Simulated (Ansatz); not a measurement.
Runs of Ansatz 0.2.0 on Re. Symmetry: P6_3/mmc, No. 194, hexagonal system. Conventional cell: a = 2.766 Å, b = 2.766 Å, c = 8.939 Å, α = 90.00°, β = 90.00°, γ = 120.00°. Around Re (site symmetry -6m2) lie 12 Re at 2.75 to 2.77 Å. Re (site symmetry -3m) has 12 Re at 2.75 to 2.77 Å as nearest neighbours. 

```csv
task,potentials or basis,cell,cutoff (eV),points for each segment of the path,gap on the mesh (eV),pressure (GPa),relaxed volume (Å³/atom)
relaxation of cell and atoms,Ansatz PAW earlier set,relaxed,560,-,none,0.0,14.95
band structure,JTH PAW,as given,1290,14,none,3.4,-
relaxation of cell and atoms,JTH PAW,relaxed,1290,-,none,0.0,14.94
relaxation of cell and atoms,SPMS NC,relaxed,435,-,none,0.0,14.94
relaxation of cell and atoms,Ansatz NC,relaxed,980,-,none,0.0,(a)
relaxation of cell and atoms,PseudoDojo stringent (PBE files),relaxed,980,-,none,0.0,14.94
band structure,Ansatz NC,as given,980,14,none,3.6,-
relaxation of cell and atoms,Ansatz PAW earlier set,relaxed,660,-,none,0.0,14.95
```

Alike in all rows: level PBE; no spin polarisation; k mesh 11 × 11 × 3; smearing fermi-dirac 0.05 eV.

Question: Estimate the missing entries.

Answer: (a) 14.96.

Caveats: the plane-wave basis is chosen anew once the cell has moved, so the energies of steps on either side of that aren't comparable (some runs).

A k mesh can miss the band edges, and the runs leave out spin-orbit coupling on Re.

A gap of «none» marks a metal or a gap under the smearing width.

Not every run made on this cell is shown here.
